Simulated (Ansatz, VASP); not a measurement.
# LiH: VASP beside Ansatz

Contents of INCAR:

```
SYSTEM = LiH
PREC = Accurate ; ENCUT = 520
EDIFF = 1E-6 ; ISMEAR = -1
SIGMA = 0.02 ; LREAL = .FALSE.
LASPH = .TRUE. ; NELM = 80
ALGO = Normal ; ISIF = 2
LWAVE = .FALSE. ; LCHARG = .FALSE.
GGA = PE ; NBANDS = 12
```

The input KPOINTS:

```
Automatic mesh
0
G
  12 12 6
  0 0 0
```

POSCAR

```
LiH
1.0
    3.2548234149      0.0000000000      0.0000000000
   -1.6274117074      2.8187597621      0.0000000000
    0.0000000000      0.0000000000      4.2920531951
Li H
2 2
Direct
    0.3333333333      0.6666666667      0.2500000000
    0.6666666667      0.3333333333      0.7500000000
    0.6666666667      0.3333333333      0.2500000000
    0.3333333333      0.6666666667      0.7500000000
```

Input for Ansatz:

```yaml
crystal:
  lattice:
    - [3.2548234149, 0.0, 0.0]
    - [-1.6274117074, 2.8187597621, 0.0]
    - [0.0, 0.0, 4.2920531951]
  atoms:
    - { symbol: Li, position: [0.3333333333, 0.6666666667, 0.25] }
    - { symbol: Li, position: [0.6666666667, 0.3333333333, 0.75] }
    - { symbol: H, position: [0.6666666667, 0.3333333333, 0.25] }
    - { symbol: H, position: [0.3333333333, 0.6666666667, 0.75] }
kpoints:
  mp_grid: { grid: [12, 12, 6] }
  band_path:
    path:
      - [0.0, 0.0, 0.0]
      - [0.5, 0.0, 0.0]
      - [0.3333333333, 0.3333333333, 0.0]
      - [0.0, 0.0, 0.5]
      - [0.5, 0.0, 0.5]
      - [0.3333333333, 0.3333333333, 0.5]
    npoints: 1
hamiltonian:
  xc: pbe
scf:
  occupations: { method: fermi_dirac, width: 0.02 }
  n_extra_bands: 5
output:
  forces: true
  stress: true
  eigenvalues: true
```

Change from the starting cell: uniaxial_z strain +5.5%.

Alike in both runs: task single point; functional PBE; k mesh 12 × 12 × 6; occupations fermi-dirac, width 0.02 eV; no spin polarisation.

```csv
,VASP,Ansatz
version,VASP 6.6.1,Ansatz 0.2.0
potentials or method,"VASP PAW PBE potentials, release 64 (Li_sv, H)","plane waves, PAW"
plane-wave cutoff (eV),520,420
valence electrons in the cell,8,8
```

Ansatz gave:

| Item | Value |
| --- | --- |
| gap on the k mesh at the Fermi level (eV) | 2.33 |

Which values does VASP return?

gap on the k mesh at the Fermi level (eV): 2.32.

With one functional, cell and mesh, what is left measures potentials, basis and numerics.

 A k mesh can miss the band edges.
